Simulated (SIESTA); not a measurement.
A run of SIESTA 5.4.2 is set up as follows.

Contents of Ge.fdf:

```
SystemName                      Germanium
SystemLabel                     Ge
NumberOfSpecies                 1
NumberOfAtoms                   2
%block ChemicalSpeciesLabel
  1  32 Ge
%endblock ChemicalSpeciesLabel
%include structure.fdf

%block kgrid.MonkhorstPack
    8   0   0  0.0
    0   8   0  0.0
    0   0   8  0.0
%endblock kgrid.MonkhorstPack
XC.Functional                   GGA
XC.Authors                      PBE
PAO.BasisSize                   DZP
PAO.EnergyShift                 0.003 Ry
Mesh.Cutoff                     800 Ry
OccupationFunction              FD
ElectronicTemperature           0.05 eV
MaxSCFIterations                120
SCF.MustConverge                false
SCF.Mixer.Method                Pulay
SCF.Mixer.Weight                0.25
SCF.Mixer.History               8
SCF.DM.Tolerance                5.0e-05
SCF.H.Tolerance                 1.0e-03 eV
WriteForces                     true
Charge.Mulliken                 end
Charge.Hirshfeld                end
Charge.Voronoi                  end
SaveRho                         true
SaveElectrostaticPotential      true
BandLinesScale                  ReciprocalLatticeVectors
%block BandLines
    1    0.000000   0.000000   0.000000  \Gamma
   12    0.500000   0.000000   0.500000  X
    6    0.500000   0.250000   0.750000  W
    4    0.375000   0.375000   0.750000  K
   13    0.000000   0.000000   0.000000  \Gamma
   11    0.500000   0.500000   0.500000  L
    8    0.625000   0.250000   0.625000  U
    4    0.500000   0.250000   0.750000  W
    9    0.500000   0.500000   0.500000  L
    8    0.375000   0.375000   0.750000  K
    1    0.625000   0.250000   0.625000  U
    4    0.500000   0.000000   0.500000  X
%endblock BandLines
%block PAO.Basis
  Ge 4
  n=4 0 2
    5.972 0.000
  n=4 1 2
    8.196 0.000
  n=3 2 2
    3.189 0.000
  n=4 2 1
    8.196
%endblock PAO.Basis
```

Contents of structure.fdf:

```
LatticeConstant                 1.0 Ang
%block LatticeVectors
     0.0000000000     2.8289100000     2.8289100000
     2.8289100000     0.0000000000     2.8289100000
     2.8289100000     2.8289100000     0.0000000000
%endblock LatticeVectors
AtomicCoordinatesFormat         Fractional
%block AtomicCoordinatesAndAtomicSpecies
     0.7500000000     0.7500000000     0.7500000000  1  Ge
     0.5000000000     0.5000000000     0.5000000000  1  Ge
%endblock AtomicCoordinatesAndAtomicSpecies
```

Potentials or basis: PseudoDojo 0.4 standard (PBE files), DZP (energy shift 0.003 Ry; two zetas on semicore shells).

The run is started by

```console
$ siesta < Ge.fdf > Ge.out 2>&1
```

Question: Predict the band gap along the path.

Answer: 0.07 eV, direct.

Question: Predict the pressure.

Answer: 5.1 GPa.

Question: What does it give for the band gap on the k mesh?

Answer: 0.07 eV, direct.

Levels at the corners of the path, in eV from the valence-band top:
```tsv
point	band 10	band 11	band 12	band 13	band 14	band 15	band 16	band 17	band 18	band 19
Γ	-24.62	-12.80	0.00	0.00	0.00	0.07	2.60	2.60	2.60	10.17
X	-24.58	-8.96	-8.96	-3.14	-3.14	0.91	0.91	9.68	9.68	11.96
W	-24.57	-8.85	-8.85	-3.96	-3.96	4.37	4.37	5.03	5.03	11.69
K	-24.57	-9.42	-8.36	-4.39	-2.69	1.27	4.26	7.45	7.74	8.72
Γ	-24.62	-12.80	0.00	0.00	0.00	0.07	2.60	2.60	2.60	10.17
L	-24.60	-10.75	-7.68	-1.44	-1.44	0.19	3.86	3.86	7.65	11.02
U	-24.57	-9.42	-8.36	-4.39	-2.69	1.27	4.26	7.45	7.74	8.72
W	-24.57	-8.85	-8.85	-3.96	-3.96	4.37	4.37	5.03	5.03	11.69
L	-24.60	-10.75	-7.68	-1.44	-1.44	0.19	3.86	3.86	7.65	11.02
K	-24.57	-9.42	-8.36	-4.39	-2.69	1.27	4.26	7.45	7.74	8.72
U	-24.57	-9.42	-8.36	-4.39	-2.69	1.27	4.26	7.45	7.74	8.72
X	-24.58	-8.96	-8.96	-3.14	-3.14	0.91	0.91	9.68	9.68	11.96
```

Caveat: the basis of atomic orbitals isn't converged, which shifts pressures, moduli and gaps.

**The experiment to reproduce.**

“Electronic and optical properties of SixGe1-x-ySny alloys lattice-matched to Ge”, 2021, arxiv:2109.02782 reports, for a bulk crystal of Ge at 293 K: band gap 0.666 eV (indirect).

A measured gap of Ge is 0.666 eV (indirect; 293 K; “Electronic and optical properties of SixGe1-x-ySny alloys lattice-matched to Ge”, 2021, arxiv:2109.02782); the calculated 0.07 eV misses it by -0.59 eV. 3 values of this kind are on record (0.666 to 0.807 eV); this one was drawn at random among those near their median. Spin-orbit coupling on Ge is left out. The value is that of PBE in an atomic basis (PseudoDojo 0.4 standard (PBE files), DZP (energy shift 0.003 Ry; two zetas on semicore shells)), whose error adds to the functional's,, without temperature or zero-point motion. Semilocal functionals fall short of measured gaps as a rule.
